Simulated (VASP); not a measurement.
Runs of VASP 6.6.1 on ZnS. The structure is cubic, space group F-43m (No. 216). Conventional cell: a = 5.361 Å, b = 5.361 Å, c = 5.361 Å, α = 90.00°, β = 90.00°, γ = 90.00°. Zn (site symmetry -43m) is surrounded by 4 S at 2.32 Å. Around S (site symmetry -43m) lie 4 Zn at 2.32 Å. The cell is a database's computed one.

| level | potentials or basis | k mesh | cutoff (eV) | smearing | gap on the mesh (eV) | pressure (GPa) |
| --- | --- | --- | --- | --- | --- | --- |
| PBEsol | VASP PAW PBE potentials, release 64 (Zn, S) | 14 × 14 × 14 | 520 | gaussian 0.02 eV | 2.08 | 0.0 |
| PBEsol | VASP PAW PBE potentials, release 64 (Zn, S) | 10 × 10 × 10 | 700 | gaussian 0.02 eV | 2.08 | 0.1 |
| PBEsol | VASP PAW PBE potentials, release 64 (Zn, S_h) | 10 × 10 × 10 | 900 | gaussian 0.02 eV | 2.08 | 0.1 |
| PBEsol | VASP PAW PBE potentials, release 64 (Zn, S) | 10 × 10 × 10 | 520 | gaussian 0.5 eV | 2.08 | 0.0 |
| r2SCAN | VASP PAW PBE potentials, release 64 (Zn, S) | 10 × 10 × 10 | 520 | gaussian 0.02 eV | (a) | 1.1 |

Alike in all rows: task single point; no spin polarisation; cell as given.

**Question.** Estimate the missing entries.

**Answer.** (a) 2.79.

Caveats: the PAW data sets were made with another functional, which shifts forces and pressure a little.

A k mesh can miss the band edges.
